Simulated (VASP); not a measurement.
VASP 6.6.1 run: Ge

INCAR

```
NBANDS = 21
PREC = Accurate
ENCUT = 520
LWAVE = .FALSE.
IBRION = -1
ISMEAR = -1
NSW = 0
NELM = 120
SIGMA = 0.02
NELECT = 27.5
LCHARG = .FALSE.
LREAL = .FALSE.
ISIF = 2
GGA = PE
EDIFF = 1E-7
LASPH = .TRUE.
```

KPOINTS

```
KPOINTS created by Atomic Simulation Environment
0
Gamma
8 8 8
0 0 0
```

POSCAR

```
Ge
 1.0000000000000000
    -0.0410056236000000    2.8426763014000000    2.8426763014000000
     2.8426763014000000   -0.0410056236000000    2.8426763014000000
     2.8426763014000000    2.8426763014000000   -0.0410056236000000
 Ge
   2
Cartesian
 -0.0050007902885646 -0.0050007902885646 -0.0050007902885646
  1.4160875350885649  1.4160875350885649  1.4160875350885649
```

The recommended PBE PAW datasets give the neutral cell 28 valence electrons.

Command

```
mpirun -np 1 vasp_std
```

**Question.** How does this run end, and what does it give?

**Answer.** It converged. Results: pressure -13.3 GPa; largest force 0.20 eV/Å.

OSZICAR

```
N       E                     dE             d eps       ncg     rms          rms(c)
DAV:   1     0.183089982780E+03    0.18309E+03   -0.14099E+04  3010   0.339E+03
DAV:   2     0.169394082022E+02   -0.16615E+03   -0.16148E+03  2745   0.613E+02
DAV:   3    -0.987410967609E+01   -0.26814E+02   -0.26660E+02  3140   0.142E+02
DAV:   4    -0.108033583955E+02   -0.92925E+00   -0.92859E+00  3040   0.309E+01
DAV:   5    -0.108190046922E+02   -0.15646E-01   -0.15646E-01  3150   0.444E+00    0.270E+00
DAV:   6    -0.109025760569E+02   -0.83571E-01   -0.72790E-02  3630   0.346E+00    0.152E+00
DAV:   7    -0.108941942402E+02    0.83818E-02   -0.16061E-02  3798   0.129E+00    0.151E-01
DAV:   8    -0.108946186818E+02   -0.42444E-03   -0.15425E-03  2945   0.350E-01    0.616E-02
DAV:   9    -0.108948981432E+02   -0.27946E-03   -0.29078E-04  2993   0.140E-01    0.115E-02
DAV:  10    -0.108949134041E+02   -0.15261E-04   -0.25980E-05  3145   0.697E-02    0.398E-03
DAV:  11    -0.108949161901E+02   -0.27860E-05   -0.30431E-06  2963   0.145E-02    0.201E-03
DAV:  12    -0.108949166671E+02   -0.47704E-06   -0.68483E-07  2725   0.104E-02    0.331E-04
DAV:  13    -0.108949166984E+02   -0.31294E-07   -0.31931E-08  2234   0.138E-03
   1 F= -.10894917E+02 E0= -.10893973E+02  d E =-.188769E-02
```

The cell is charged and sits in a uniform background.

For comparison, a separate PBE run of the intended cell, on usual settings and not on those above, gives a gap of -0.08 eV on its mesh and a pressure of 1.1 GPa.
